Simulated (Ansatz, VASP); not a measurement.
# One calculation of WC, two programs

The input INCAR:

```
SYSTEM = WC
ALGO = Normal
EDIFF = 1E-7
ENCUT = 520
GGA = PE
ISIF = 2
ISMEAR = -1
LASPH = .TRUE.
LCHARG = .FALSE.
LREAL = .FALSE.
LWAVE = .FALSE.
NBANDS = 16
NELM = 100
PREC = Accurate
SIGMA = 0.08
```

KPOINTS

```
k-points
0
G
  15 15 15
  0 0 0
```

Contents of POSCAR:

```
WC
1.0
    0.0000000000      2.0987210755      2.0987210755
    2.0987210755      0.0000000000      2.0987210755
    2.0987210755      2.0987210755      0.0000000000
W C
1 1
Direct
    0.0000000000      0.0000000000      0.0000000000
    0.5000000000      0.5000000000      0.5000000000
```

Input for Ansatz:

```yaml
crystal:
  lattice:
    - [0.0, 2.0987210755, 2.0987210755]
    - [2.0987210755, 0.0, 2.0987210755]
    - [2.0987210755, 2.0987210755, 0.0]
  atoms:
    - { symbol: W, position: [0.0, 0.0, 0.0] }
    - { symbol: C, position: [0.5, 0.5, 0.5] }
kpoints:
  mp_grid: { grid: [15, 15, 15] }
scf:
  occupations: { method: fermi_dirac, width: 0.08 }
hamiltonian:
  xc: pbe
  pseudopotentials: { kind: all_electron, lapw: { basis_error: 0.001 } }
output:
  forces: true
  stress: true
  eigenvalues: true
  populations: true
```

Change from the starting cell: volume scaled by 0.88, LAPW.

Alike in both runs: task single point; functional PBE; k mesh 15 × 15 × 15; occupations fermi-dirac, width 0.08 eV; no spin polarisation.

|  | VASP | Ansatz |
| --- | --- | --- |
| version | VASP 6.6.1 | Ansatz 0.2.0 |
| potentials or method | VASP PAW PBE potentials, release 64 (W_sv, C) | all-electron LAPW, scalar-relativistic |
| plane-wave cutoff (eV) | 520 | see its input |

```tsv
	VASP	Ansatz	Ansatz less VASP
pressure (GPa)	63.1	61.3	-1.76
```

Ansatz ran all-electron here, so the differences hold the error of VASP's frozen core and of both bases.

Caveats: the cell as given lies far from equilibrium; so large a pressure means that the cell lies far from this level's equilibrium, or that cutoff or potentials fall short (VASP). The runs have no spin-orbit coupling, so splittings on W are missing.
